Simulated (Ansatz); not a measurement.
All numbers below come from DFT PBE, scalar-relativistic, plane waves, PAW in Ansatz. All cells share a 420 eV cutoff and Γ-centred k meshes spaced at most about 0.3 Å⁻¹ (about 0.25 or finer for metals, 2π included). No spin polarisation in the final relaxations.

These are static total energies at zero pressure.

Compare these two cells of In₃GaP₄, each relaxed at this level.

A.

```
In Ga P
1.0
     5.46137    0.00000    0.00000
     0.00000    5.46137    0.00000
     0.00000    0.00000    5.46137
In Ga P
3 1 4
Direct
  0.50000 0.00000 0.50000
  0.50000 0.50000 0.00000
  0.00000 0.50000 0.50000
  0.00000 0.00000 0.00000
  0.00000 0.50000 0.00000
  0.50000 0.50000 0.50000
  0.00000 0.00000 0.50000
  0.50000 0.00000 0.00000
```

B.

```
In Ga P
1.0
     5.84617    0.00000    0.00000
     0.00000    5.84617    0.00000
     0.00000    0.00000    5.84617
In Ga P
3 1 4
Direct
  0.50000 0.00000 0.50000
  0.50000 0.50000 0.00000
  0.00000 0.50000 0.50000
  0.00000 0.00000 0.00000
  0.23903 0.76097 0.76097
  0.23903 0.23903 0.23903
  0.76097 0.76097 0.23903
  0.76097 0.23903 0.76097
```

Problem. Which is lower in energy, and by how much?

Solution. B is lower, by 0.31 eV/atom. A has In and Ga ordered on rock salt sites, space group Pm-3m (No. 221), 20.4 Å³/atom and no gap on its mesh; B has In and Ga ordered on zinc blende sites, space group P-43m (No. 215), 25.0 Å³/atom and a gap of 0.62 eV. Counting P atoms around Ga and In (those within 1.25 times the shortest such distance or 1.15 times the sum of covalent radii; the shortest distance is added where it is long for a bond), A has In 6, Ga 6 from 2.7 Å and B has In 4, Ga 4. The lower one is the more open, so pressure narrows the difference. In A, In is surrounded by 6 P at 2.73 Å; Ga has 6 P at 2.73 Å; P on a site of symmetry 4/mmm has 2 Ga at 2.73 Å and 4 In at 2.73 Å; 1 more site not described. In B, In is surrounded by 4 P at 2.57 Å; Ga has 4 P at 2.42 Å; around P lie 1 Ga at 2.42 Å and 3 In at 2.57 Å. Both come from invented guesses.

Kohn–Sham gaps at this level usually fall short of measured ones. Cells relaxed within their symmetry can be saddle points.
